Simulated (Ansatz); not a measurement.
**Ge: vibrational free energy, entropy and heat capacity**

All numbers below come from Ansatz, DFT PBE, scalar-relativistic, plane waves, PAW. Cutoff 420 eV, 12×12×2 k-points (Γ-centred), Gaussian smearing of 0.01 eV. No spin polarisation. Phonons by linear response, acoustic sum rule imposed.

The cell, relaxed at this level:
```cif
data_structure
_symmetry_space_group_name_H-M 'P6_3/mmc'
_symmetry_Int_Tables_number 194
_cell_length_a 4.0675
_cell_length_b 4.0675
_cell_length_c 19.9923
_cell_angle_alpha 90.000
_cell_angle_beta 90.000
_cell_angle_gamma 120.000
_cell_volume 286.45
loop_
_atom_site_label
_atom_site_type_symbol
_atom_site_symmetry_multiplicity
_atom_site_Wyckoff_symbol
_atom_site_fract_x
_atom_site_fract_y
_atom_site_fract_z
_atom_site_occupancy
Ge1 Ge 4 e 0.00000 0.00000 0.18714 1
Ge2 Ge 4 f 0.33333 0.66667 0.52081 1
Ge3 Ge 4 f 0.33333 0.66667 0.64533 1
```

The structure comes from a generated guess, relaxed at this level; another structure or a mixture of phases may lie lower. The q mesh is coarse, so values between its points are rough.

Force constants from linear response on a 2×2×1 q mesh, interpolated to a fine mesh.

Phonon density of states, in bins of 5 cm⁻¹:
bin centre (cm⁻¹), share of modes (%) and a bar:
```
      2.5        0.0
      7.5        0.0
     12.5        0.0
     17.5        0.1
     22.5        0.2
     27.5        0.3 #
     32.5        0.4 #
     37.5        0.5 #
     42.5        0.7 ##
     47.5        1.0 ###
     52.5        1.5 ####
     57.5        2.5 #######
     62.5        3.8 ##########
     67.5        3.8 ##########
     72.5        4.0 ##########
     77.5        2.4 ######
     82.5        2.7 #######
     87.5        2.1 ######
     92.5        1.8 #####
     97.5        1.7 ####
    102.5        1.9 #####
    107.5        2.0 #####
    112.5        1.3 ###
    117.5        0.3 #
    122.5        0.3 #
    127.5        0.3 #
    132.5        0.4 #
    137.5        0.4 #
    142.5        0.5 #
    147.5        0.5 #
    152.5        0.6 ##
    157.5        0.7 ##
    162.5        0.8 ##
    167.5        1.0 ###
    172.5        1.1 ###
    177.5        1.4 ####
    182.5        1.9 #####
    187.5        1.5 ####
    192.5        1.6 ####
    197.5        1.0 ##
    202.5        0.8 ##
    207.5        0.9 ##
    212.5        1.5 ####
    217.5        1.9 #####
    222.5        1.8 #####
    227.5        1.6 ####
    232.5        1.4 ####
    237.5        1.3 ###
    242.5        1.2 ###
    247.5        2.2 ######
    252.5        6.8 ##################
    257.5        9.3 ########################
    262.5       11.5 ##############################
    267.5        5.8 ###############
    272.5        2.3 ######
    277.5        0.4 #
    282.5        0.0
```

**Question.** What is the zero-point energy per atom?

**Answer.** 33.1 meV.

**Question.** How large are the vibrational entropy and heat capacity at 300 K?

**Answer.** S = 4.03 k_B and C_V = 2.79 k_B per atom, 93 % of the Dulong–Petit value.

**Question.** Tabulate them against temperature.

**Answer.**
```tsv
T (K)	F_vib (meV/atom)	S (k_B/atom)	C_V (k_B/atom)
100	28.3	1.40	1.78
200	9.2	2.94	2.57
300	-21.1	4.03	2.79
400	-59.5	4.85	2.88
500	-104.1	5.50	2.92
600	-153.9	6.03	2.95
700	-207.8	6.49	2.96
800	-265.5	6.88	2.97
900	-326.3	7.23	2.98
1000	-390.0	7.55	2.98
```
